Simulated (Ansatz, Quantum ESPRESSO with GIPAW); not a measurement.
## Solid-state NMR of H2SeO3 by GIPAW

What would the 1H NMR spectrum of H2SeO3 look like, and which site gives which line?

Program: Quantum ESPRESSO with GIPAW 8.0dev (patched build). Level of theory: DFT, PBEsol, plane-wave PAW (pslibrary 1.0.0 recipes), scalar-relativistic, GIPAW; a patched development version of the program. Results are calculated unless marked as measured.

**1. Set-up**

Symmetry: P2_12_12_1, No. 19, orthorhombic system. The conventional cell has a = 5.038 Å, b = 5.933 Å, c = 9.011 Å, α = 90.00°, β = 90.00°, γ = 90.00°. Nearest to Se lie 3 O at 1.69 to 1.77 Å. Nearest to O lie 2 H at 1.49 to 1.63 Å and 1 Se at 1.69 Å. Nearest to O lie 1 H at 1.02 Å and 1 Se at 1.76 Å. O has 1 H at 1.05 Å and 1 Se at 1.77 Å nearest. Nearest to H lie 1 O at 1.02 Å. H has 1 O at 1.05 Å nearest. Farther neighbours and most contacts between anions are not listed.

The cell is a computed entry of the Materials Project.

This structure had its atoms relaxed beforehand (DFT, PBEsol, plane-wave PAW (pslibrary 1.0.0 recipes), Quantum ESPRESSO with GIPAW), starting from the database entry, since shieldings follow bond lengths closely.

**2. Ground state**

The shielding is a linear response of the occupied states, which this run provides. It is converged far beyond what an energy needs, since the response uses the wavefunctions themselves. No empty states are asked for: the response is solved without them. The mesh has a spacing of 0.36 Å⁻¹ at most. The PAW files were made with ld1.x from the pslibrary 1.0.0 recipes, with GIPAW reconstruction switched on.

Input file scf.in:

```
&control
  calculation = 'scf'
  prefix = 'x'
  outdir = './tmp/'
  pseudo_dir = './'
/
&system
  ibrav = 0
  nat = 24
  ntyp = 3
  ecutwfc = 65
  ecutrho = 390
  nbnd = 72
/
&electrons
  conv_thr = 1.0d-10
  mixing_beta = 0.7
  electron_maxstep = 100
/
ATOMIC_SPECIES
  Se 78.971 Se.pbesol-dn-kjpaw_psl.1.0.0-gipaw.UPF
  O 15.999 O.pbesol-n-kjpaw_psl.1.0.0-gipaw.UPF
  H 1.008 H.pbesol-kjpaw_psl.1.0.0-gipaw.UPF
CELL_PARAMETERS angstrom
  5.03758113 0.00000000 0.00000000
  0.00000000 5.93280981 0.00000000
  0.00000000 0.00000000 9.01117773
ATOMIC_POSITIONS crystal
  Se 0.36229209 0.00950475 0.95799825
  Se 0.86229209 0.49049525 0.04200175
  Se 0.63770791 0.50950475 0.54200175
  Se 0.13770791 0.99049525 0.45799825
  O 0.38542509 0.37621075 0.62987398
  O 0.61836000 0.57320525 0.17084815
  O 0.61457491 0.87621075 0.87012602
  O 0.11457491 0.62378925 0.12987398
  O 0.09823987 0.70534616 0.40586084
  O 0.59823987 0.79465384 0.59413916
  O 0.90176013 0.20534616 0.09413916
  O 0.40176013 0.29465384 0.90586084
  O 0.38164000 0.07320525 0.32915185
  O 0.88164000 0.42679475 0.67084815
  O 0.11836000 0.92679475 0.82915185
  O 0.88542509 0.12378925 0.37012602
  H 0.07085641 0.44024889 0.63133266
  H 0.57085641 0.05975111 0.36866734
  H 0.92914359 0.94024889 0.86866734
  H 0.42914359 0.55975111 0.13133266
  H 0.40852908 0.31868060 0.79032922
  H 0.90852908 0.18131940 0.20967078
  H 0.59147092 0.81868060 0.70967078
  H 0.09147092 0.68131940 0.29032922
K_POINTS automatic
  4 3 2 1 1 1
```

Launch:

```bash
> mpirun -np 4 pw.x -nk 4 -in scf.in > scf.out
```

The log of the run:

```text
using ibrav=0 with symmetry is DISCOURAGED, use correct ibrav instead

     bravais-lattice index     =            0
     lattice parameter (alat)  =       9.5196  a.u.
     unit-cell volume          =    1817.4423 (a.u.)^3
     number of atoms/cell      =           24
     number of atomic types    =            3
     number of electrons       =       144.00
     number of Kohn-Sham states=           72
     kinetic-energy cutoff     =      65.0000  Ry
     charge density cutoff     =     390.0000  Ry
     scf convergence threshold =      1.0E-10
     mixing beta               =       0.7000
     number of iterations used =            8  plain     mixing
     Exchange-correlation= SLA-PW-PSX-PSC
                           (   1   4  10   8   0   0   0)
[...]
Se               16.00    78.97100     Se( 1.00)
     O                 6.00    15.99900     O ( 1.00)
     H                 1.00     1.00800     H ( 1.00)

      4 Sym. Ops. (no inversion) found ( 3 have fractional translation)
[...]
number of k points=     4
[...]
Dense  grid:   236507 G-vectors     FFT dimensions: (  60,  72, 108)

     Smooth grid:   128707 G-vectors     FFT dimensions: (  50,  60,  90)

     Check: negative core charge=   -0.000003

     Initial potential from superposition of free atoms

     starting charge     143.9996, renormalised to     144.0000
     Starting wfcs are   92 randomized atomic wfcs

     Self-consistent Calculation

     iteration #  1     ecut=    65.00 Ry     beta= 0.70
     Davidson diagonalization with overlap
     ethr =  1.00E-02,  avg # of iterations =  2.0

     total energy              =   -2093.68931972 Ry
     estimated scf accuracy    <       5.66913067 Ry

     iteration #  2     ecut=    65.00 Ry     beta= 0.70
     Davidson diagonalization with overlap
     ethr =  3.94E-03,  avg # of iterations =  9.0

     total energy              =   -2096.38088559 Ry
     estimated scf accuracy    <       5.43713458 Ry

     iteration #  3     ecut=    65.00 Ry     beta= 0.70
     Davidson diagonalization with overlap
     ethr =  3.78E-03,  avg # of iterations =  2.0

     total energy              =   -2095.78967523 Ry
     estimated scf accuracy    <       1.48448253 Ry

[...]
total energy              =   -2097.18221526 Ry
[...]
iteration # 53     ecut=    65.00 Ry     beta= 0.70
     Davidson diagonalization with overlap
     ethr =  1.00E-13,  avg # of iterations =  3.8

     total energy              =   -2097.18221526 Ry
     estimated scf accuracy    <          1.3E-10 Ry

     iteration # 54     ecut=    65.00 Ry     beta= 0.70
     Davidson diagonalization with overlap
     ethr =  1.00E-13,  avg # of iterations =  7.2

     End of self-consistent calculation
     [one-electron energies left out]

!    total energy              =   -2097.18221526 Ry
     total all-electron energy =    -21236.882794 Ry
     estimated scf accuracy    <          7.0E-11 Ry

     The total energy is the sum of the following terms:
     one-electron contribution =   -1206.00296239 Ry
     hartree contribution      =     645.11041262 Ry
     xc contribution           =    -206.14353872 Ry
     ewald contribution        =    -668.26495957 Ry
     one-center paw contrib.   =    -661.88116719 Ry

     convergence has been achieved in  54 iterations
[...]
JOB DONE.
```

Elapsed: 5.3 min, on 4 MPI ranks of Arm Neoverse V1, shared host; peak memory 1.7 GiB; 21 min of CPU time.

It converged in 54 cycles to an estimated accuracy of 7e-11 Ry, on 4 irreducible k-points.

**3. GIPAW: job nmr**

The job finds the current that a weak uniform field induces (applied as a long wave, q_gipaw) and the field that this current makes at each nucleus. On atoms with p or d valence electrons much of the paramagnetic part arises close to the nucleus, where the PAW partial waves rebuild the true states. pawproj makes the reconstruction use the PAW data sets' own projectors.

Input file nmr.in:

```
&inputgipaw
  job = 'nmr'
  prefix = 'x'
  tmp_dir = './tmp/'
  restart_mode = 'from_scratch'
  verbosity = 'low'
  q_gipaw = 0.01
  spline_ps = .true.
  conv_threshold = 1.0d-11
  use_nmr_macroscopic_shape = .false.
  pawproj(1) = .true.
  pawproj(2) = .true.
  pawproj(3) = .true.
/
```

Launch:

```bash
> mpirun -np 4 gipaw.x -in nmr.in > nmr.out
```

The log of the run:

```text
[banner, memory and clock lines left out]
[a note of our patched build left out]

     Parallelizing q-star over 1 images

     IMPORTANT: XC functional enforced from input :
     Exchange-correlation= PBESOL
                           (   1   4  10   8   0   0   0)
     Any further DFT definition will be discarded
     Please, verify this is what you really want

     Check: negative core charge=   -0.000003
[...]
projs nearly linearly dependent: l=0  n1,n2= 1, 2  s=  0.99970544
[...]
alpha_pv=     97.6230 eV

     spline_ps is .false., expect some extrapolation errors

     q-space interpolation up to    78.00 Rydberg

     GIPAW job: nmr
     NMR macroscopic correction: no
[...]
Computing the magnetic susceptibility     isolve=0    ethr=  0.1000E-10
     Starting from scratch
     k-point #    1 of     4      pool #  1    cpu time:       2.1
[...]
End of magnetic susceptibility calculation

     f-sum rule (1st term):
          -108.2256          0.0000          0.0000
             0.0000       -108.1726          0.0000
             0.0000          0.0000       -108.2051

     f-sum rule (2nd term):
            -2.0049          0.0000          0.0000
             0.0000         -2.0804          0.0000
             0.0000          0.0000         -2.0459

     f-sum rule (should be  -110.2490):
          -110.2305          0.0000          0.0000
             0.0000       -110.2530          0.0000
             0.0000          0.0000       -110.2510

[... susceptibilities left out ...]
     Contributions to the NMR chemical shifts: -------------------------------

     Macroscopic shape contribution in ppm:                    0.00
             0.0000          0.0000          0.0000
             0.0000          0.0000          0.0000
             0.0000          0.0000          0.0000

     Core contribution in ppm:

     Atom  1  Se  pos: (  0.362292  0.011194  1.713658)  core sigma:        2629.72
     Atom  2  Se  pos: (  0.862292  0.577661  0.075132)  core sigma:        2629.72
     Atom  3  Se  pos: (  0.637708  0.600049  0.969528)  core sigma:        2629.72
     Atom  4  Se  pos: (  0.137708  1.166516  0.819263)  core sigma:        2629.72
     Atom  5  O   pos: (  0.385425  0.443067  1.126713)  core sigma:         270.50
     Atom  6  O   pos: (  0.618360  0.675070  0.305612)  core sigma:         270.50
     Atom  7  O   pos: (  0.614575  1.031922  1.556473)  core sigma:         270.50
     Atom  8  O   pos: (  0.114575  0.734643  0.232317)  core sigma:         270.50
     Atom  9  O   pos: (  0.098240  0.830693  0.726000)  core sigma:         270.50
     Atom 10  O   pos: (  0.598240  0.935872  1.062791)  core sigma:         270.50
     Atom 11  O   pos: (  0.901760  0.241838  0.168395)  core sigma:         270.50
     Atom 12  O   pos: (  0.401760  0.347017  1.620395)  core sigma:         270.50
     Atom 13  O   pos: (  0.381640  0.086215  0.588784)  core sigma:         270.50
     Atom 14  O   pos: (  0.881640  0.502640  1.200007)  core sigma:         270.50
     Atom 15  O   pos: (  0.118360  1.091495  1.483179)  core sigma:         270.50
     Atom 16  O   pos: (  0.885425  0.145788  0.662078)  core sigma:         270.50
     Atom 17  H   pos: (  0.070856  0.518486  1.129322)  core sigma:           0.00
     Atom 18  H   pos: (  0.570856  0.070369  0.659469)  core sigma:           0.00
     Atom 19  H   pos: (  0.929144  1.107341  1.553864)  core sigma:           0.00
     Atom 20  H   pos: (  0.429144  0.659224  0.234927)  core sigma:           0.00
     Atom 21  H   pos: (  0.408529  0.375313  1.413733)  core sigma:           0.00
     Atom 22  H   pos: (  0.908529  0.213542  0.375057)  core sigma:           0.00
     Atom 23  H   pos: (  0.591471  0.964168  1.269452)  core sigma:           0.00
     Atom 24  H   pos: (  0.091471  0.802397  0.519338)  core sigma:           0.00

     Bare contribution in ppm:

     Atom  1  Se  pos: (  0.362292  0.011194  1.713658)  bare sigma:          16.37
[...]
Atom  2  Se  pos: (  0.862292  0.577661  0.075132)  bare sigma:          16.37
[...]
Atom  3  Se  pos: (  0.637708  0.600049  0.969528)  bare sigma:          16.37
[...]
Atom  4  Se  pos: (  0.137708  1.166516  0.819263)  bare sigma:          16.37
[...]
Atom  5  O   pos: (  0.385425  0.443067  1.126713)  bare sigma:           5.97
[...]
Atom  6  O   pos: (  0.618360  0.675070  0.305612)  bare sigma:          20.62
[...]
Atom  7  O   pos: (  0.614575  1.031922  1.556473)  bare sigma:           5.97
[...]
Atom  8  O   pos: (  0.114575  0.734643  0.232317)  bare sigma:           5.97
[...]
Atom  9  O   pos: (  0.098240  0.830693  0.726000)  bare sigma:          11.76
[...]
Atom 10  O   pos: (  0.598240  0.935872  1.062791)  bare sigma:          11.76
[...]
Atom 11  O   pos: (  0.901760  0.241838  0.168395)  bare sigma:          11.76
[...]
Atom 12  O   pos: (  0.401760  0.347017  1.620395)  bare sigma:          11.76
[...]
Atom  5  O   pos: (  0.385425  0.443067  1.126713)  para_lq sigma:        -218.97
[...]
Atom  6  O   pos: (  0.618360  0.675070  0.305612)  para_lq sigma:        -215.60
[...]
Atom  7  O   pos: (  0.614575  1.031922  1.556473)  para_lq sigma:        -218.97
[...]
Atom  8  O   pos: (  0.114575  0.734643  0.232317)  para_lq sigma:        -218.97
[...]
Atom  9  O   pos: (  0.098240  0.830693  0.726000)  para_lq sigma:        -214.01
[...]
Atom 10  O   pos: (  0.598240  0.935872  1.062791)  para_lq sigma:        -214.01
[...]
Atom 11  O   pos: (  0.901760  0.241838  0.168395)  para_lq sigma:        -214.01
[...]
Atom 12  O   pos: (  0.401760  0.347017  1.620395)  para_lq sigma:        -214.01
[...]
Atom 13  O   pos: (  0.381640  0.086215  0.588784)  para_lq sigma:        -215.60
[...]
Atom 14  O   pos: (  0.881640  0.502640  1.200007)  para_lq sigma:        -215.60
[...]
Atom 15  O   pos: (  0.118360  1.091495  1.483179)  para_lq sigma:        -215.60
[...]
Atom 16  O   pos: (  0.885425  0.145788  0.662078)  para_lq sigma:        -218.97
[...]
Atom 17  H   pos: (  0.070856  0.518486  1.129322)  para_lq sigma:           0.00
[...]
Atom 18  H   pos: (  0.570856  0.070369  0.659469)  para_lq sigma:           0.00
[...]
Atom 19  H   pos: (  0.929144  1.107341  1.553864)  para_lq sigma:           0.00
[...]
Atom 20  H   pos: (  0.429144  0.659224  0.234927)  para_lq sigma:           0.00
[...]
Atom 21  H   pos: (  0.408529  0.375313  1.413733)  para_lq sigma:           0.00
[...]
Atom 22  H   pos: (  0.908529  0.213542  0.375057)  para_lq sigma:           0.00
[...]
Atom 23  H   pos: (  0.591471  0.964168  1.269452)  para_lq sigma:           0.00
[...]
Atom 24  H   pos: (  0.091471  0.802397  0.519338)  para_lq sigma:           0.00
[...]
Total NMR chemical shifts in ppm: ---------------------------------------
     (adopting the Simpson convention for anisotropy and asymmetry)-----------

     Atom  1  Se  pos: (  0.362292  0.011194  1.713658)  Total sigma:         264.22
           212.5053         12.9762        -58.9153
           -20.1168        250.9904         81.2165
          -165.9292        -62.5436        329.1551

     Se      1    anisotropy:    200.88    eta:    0.7931
[...]
Atom  2  Se  pos: (  0.862292  0.577661  0.075132)  Total sigma:         264.22
[... its tensor is left out ...]
     Atom  3  Se  pos: (  0.637708  0.600049  0.969528)  Total sigma:         264.22
[... its tensor is left out ...]
     Atom  4  Se  pos: (  0.137708  1.166516  0.819263)  Total sigma:         264.22
[... its tensor is left out ...]
     Atom  5  O   pos: (  0.385425  0.443067  1.126713)  Total sigma:          31.31
            21.6784        -30.7983        -11.3972
           -38.6008         56.1321        -36.8083
           -22.8694        -51.9987         16.1125

     O       5    anisotropy:    -97.60    eta:    0.8495
[...]
Atom  6  O   pos: (  0.618360  0.675070  0.305612)  Total sigma:          80.47
            51.0535        -10.2569        -96.3356
             0.6415        110.0762         31.8243
           -87.8656         28.6117         80.2706

     O       6    anisotropy:   -164.90    eta:    0.6370
[...]
Atom  7  O   pos: (  0.614575  1.031922  1.556473)  Total sigma:          31.31
[... its tensor is left out ...]
     Atom  8  O   pos: (  0.114575  0.734643  0.232317)  Total sigma:          31.31
[... its tensor is left out ...]
     Atom  9  O   pos: (  0.098240  0.830693  0.726000)  Total sigma:          49.72
            78.7908         19.2835        -18.2482
            12.6971        111.8706         43.7093
           -16.0475         56.0129        -41.5126

     O       9    anisotropy:   -163.82    eta:    0.4509
[...]
Atom 10  O   pos: (  0.598240  0.935872  1.062791)  Total sigma:          49.72
[... its tensor is left out ...]
     Atom 11  O   pos: (  0.901760  0.241838  0.168395)  Total sigma:          49.72
[... its tensor is left out ...]
     Atom 12  O   pos: (  0.401760  0.347017  1.620395)  Total sigma:          49.72
[... its tensor is left out ...]
     Atom 13  O   pos: (  0.381640  0.086215  0.588784)  Total sigma:          80.47
[... its tensor is left out ...]
     Atom 14  O   pos: (  0.881640  0.502640  1.200007)  Total sigma:          80.47
[... its tensor is left out ...]
     Atom 15  O   pos: (  0.118360  1.091495  1.483179)  Total sigma:          80.47
[... its tensor is left out ...]
     Atom 16  O   pos: (  0.885425  0.145788  0.662078)  Total sigma:          31.31
[... its tensor is left out ...]
     Atom 17  H   pos: (  0.070856  0.518486  1.129322)  Total sigma:          10.88
            29.1661         -2.5277         -0.8372
            -1.5107          1.1649         -1.2664
            -3.0188         -0.8237          2.3011

     H      17    anisotropy:     27.84    eta:    0.1413
[...]
Atom 18  H   pos: (  0.570856  0.070369  0.659469)  Total sigma:          10.88
[... its tensor is left out ...]
     Atom 19  H   pos: (  0.929144  1.107341  1.553864)  Total sigma:          10.88
[... its tensor is left out ...]
     Atom 20  H   pos: (  0.429144  0.659224  0.234927)  Total sigma:          10.88
[... its tensor is left out ...]
     Atom 21  H   pos: (  0.408529  0.375313  1.413733)  Total sigma:           8.28
            -2.6252          1.1950         -0.7485
             1.3336          1.3402         -9.9499
            -0.5177        -10.2765         26.1386

     H      21    anisotropy:     32.23    eta:    0.0929
[...]
Atom 22  H   pos: (  0.908529  0.213542  0.375057)  Total sigma:           8.28
[... its tensor is left out ...]
     Atom 23  H   pos: (  0.591471  0.964168  1.269452)  Total sigma:           8.28
[... its tensor is left out ...]
     Atom 24  H   pos: (  0.091471  0.802397  0.519338)  Total sigma:           8.28
[... its tensor is left out ...]
```

Wall time 26 min (4 MPI ranks); peak memory 1.2 GiB.

The f-sum rule is met to 0.018 of 110.2 (0.02 %). Converged shieldings require that this miss be small, but a small miss does not prove them.

From the symmetric part of each tensor, with principal values σ11 ≤ σ22 ≤ σ33: σ_iso is their mean, the span is σ33 − σ11 and the skew 3(σ_iso − σ22)/span. (gipaw.x prints an anisotropy in another convention.)

```csv
site,atom no.,atoms in cell,σ_iso (ppm),span (ppm),skew
Se,1,4,264.2,254.0,0.16
O(1),5,4,31.3,125.2,-0.12
O(2),6,4,80.5,199.9,-0.30
O(3),9,4,49.7,188.4,-0.48
H(1),17,4,10.88,29.15,0.82
H(2),21,4,8.28,33.23,0.88
```

The macroscopic shape term is switched off. For a spherical sample the valence susceptibility of this run would add about 7 ppm to every site, a rough estimate, since the susceptibility converges slowly and lacks part of the PAW terms. Differences within the crystal don't depend on it, but shieldings of different compounds can't be compared to better than a few ppm without it.

In this run the largest span is that of Se (site symmetry 1), with principal values 144.1, 250.4 and 398.1 ppm.

How the isotropic values are made up (ppm). The core part is that of the free atom's core; bare is the current of the smooth valence states; the last two are what the PAW spheres add to the diamagnetic and the paramagnetic current:

```csv
site,core,bare,"reconstruction, dia","reconstruction, para"
Se,2629.7,16.4,318.2,-2700.1
O(1),270.5,6.0,17.1,-262.2
O(2),270.5,20.6,17.3,-228.0
O(3),270.5,11.8,17.3,-249.9
H(1),0.0,10.0,0.9,0.0
H(2),0.0,7.5,0.8,0.0
```

(Part 1 of 2 ends here.)

[Banner, clock, file and message-heading lines were taken out of the pw.x and gipaw.x logs.]

[Logs are printed without paths, hosts, clocks, repeated set-up lines and the standing remarks that a program may print on its own settings, such as how far it seeks lower states.]

[Hosts, paths, dates, database ids (printed as entryN), source tags and the programs' standing remarks are cut or masked in the printed files.]

[Where no reference line passes its bar on scatter, no shift is given, so a measured shift of this compound may stand uncompared.]
